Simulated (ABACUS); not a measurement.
The system is Mg3Sb2.

```
Sb Mg
1.0
     4.58200    0.00000    0.00000
    -2.29100    3.96813    0.00000
     0.00000    0.00000    7.24400
Sb Mg
2 3
Direct
  0.66667 0.33333 0.76500
  0.33333 0.66667 0.23500
  0.00000 0.00000 0.00000
  0.66667 0.33333 0.37000
  0.33333 0.66667 0.63000
```

Base run:

```yaml
Program: ABACUS 3.10.1
Functional: PBEsol
Potentials_or_basis: PseudoDojo NC SR 0.4 PBEsol stringent
Cutoff: 1361 eV
Density_cutoff: 5442 eV
Basis: plane waves
k_mesh: 6 × 6 × 3
Occupations: fermi-dirac, width 0.05 eV
Spin: no spin polarisation
```

Its results: band gap on the k mesh 0.26 eV, indirect (least direct gap 1.10 eV); pressure -0.5 GPa; largest force 0.420 eV/Å.

Problem. The run is repeated on the same cell with these changes: functional from PBEsol to LDA; potentials or basis from PseudoDojo NC SR 0.4 PBEsol stringent to PseudoDojo NC SR 0.4.1 LDA standard; cutoff from 1361 eV to 1143 eV; density cutoff from 5442 eV to 4572 eV; valence electrons from 76 to 60. What comes out?

Solution. Band gap on the k mesh 0.26 eV, indirect (least direct gap 1.00 eV); pressure -2.0 GPa; largest force 0.330 eV/Å.

Caveats: spin-orbit coupling is left out, which moves the levels of the heavy elements; an odd mesh through Γ misses points on the zone boundary, where band edges often lie.

Not every run made on this cell is shown here.
